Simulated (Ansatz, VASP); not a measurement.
One calculation of InPd, two programs

The input INCAR:

```
PREC = Accurate ; ENCUT = 600
EDIFF = 1E-7 ; ISMEAR = -1
SIGMA = 0.05 ; LREAL = F
LASPH = T ; NELM = 80
ALGO = Fast ; ISIF = 3
LWAVE = F ; LCHARG = F
GGA = RP ; IBRION = 2
NSW = 60 ; EDIFFG = -0.005
```

Contents of KPOINTS:

```
Automatic mesh
0
Gamma
  8 8 8
```

Contents of POSCAR:

```
InPd
1.0
    0.0000000000      2.7460700000      2.7460700000
    2.7460700000      0.0000000000      2.7460700000
    2.7460700000      2.7460700000      0.0000000000
In Pd
1 1
Direct
    0.0000000000      0.0000000000      0.0000000000
    0.5000000000      0.5000000000      0.5000000000
```

input.yaml

```yaml
crystal:
  lattice:
    - [0.0, 2.74607, 2.74607]
    - [2.74607, 0.0, 2.74607]
    - [2.74607, 2.74607, 0.0]
  atoms:
    - { symbol: In, position: [0.0, 0.0, 0.0] }
    - { symbol: Pd, position: [0.5, 0.5, 0.5] }
hamiltonian:
  xc: rpbe
  pseudopotentials: { kind: paw }
kpoints:
  mp_grid: { grid: [8, 8, 8] }
scf:
  occupations: { method: fermi_dirac, width: 0.05 }
output:
  forces: true
  stress: true
  eigenvalues: true
relax:
  f_tol: 0.01
  max_steps: 40
  cell: { stress_tol: 0.05 }
```

The cell was built by a generator and needn't be a form met in nature.

Alike in both runs: task relaxation of cell and atoms; functional RPBE; k mesh 8 × 8 × 8; occupations fermi-dirac, width 0.05 eV; no spin polarisation.

|  | VASP | Ansatz |
| --- | --- | --- |
| version | VASP 6.6.1 | Ansatz 0.2.0 |
| potentials or method | VASP PAW PBE potentials, release 64 (In_d, Pd) | Ansatz PAW |
| plane-wave cutoff (eV) | 600 | 420 |
| valence electrons in the cell | 23 | 31 |

VASP gave:

| Property | Result |
| --- | --- |
| gap on the k mesh at the Fermi level, each at its own relaxed structure (eV) | none |
| relaxed volume (Å³/atom) | 21.49 |
| relaxed cell length with the largest relative difference (Å) | 3.932 |
| energy change over the relaxation (meV/atom) | -7 |

**Question.** Which values does Ansatz return?

**Answer.** gap on the k mesh at the Fermi level, each at its own relaxed structure (eV): none; relaxed volume (Å³/atom): 21.48; relaxed cell length with the largest relative difference (Å): 3.931; energy change over the relaxation (meV/atom): -7.

A gap of «none» marks a metal or a gap that the smearing closes. The two sets of potentials don't hold the same shells in valence.

Caveats: the PAW data sets were made with another functional, which shifts forces and pressure a little (VASP); the plane-wave basis is chosen anew once the cell has moved, so the energies of steps on either side of that aren't comparable (Ansatz); the PAW data sets come from PBE, with cores solved anew for the run's functional, which leaves a small shift of forces and pressure (Ansatz).
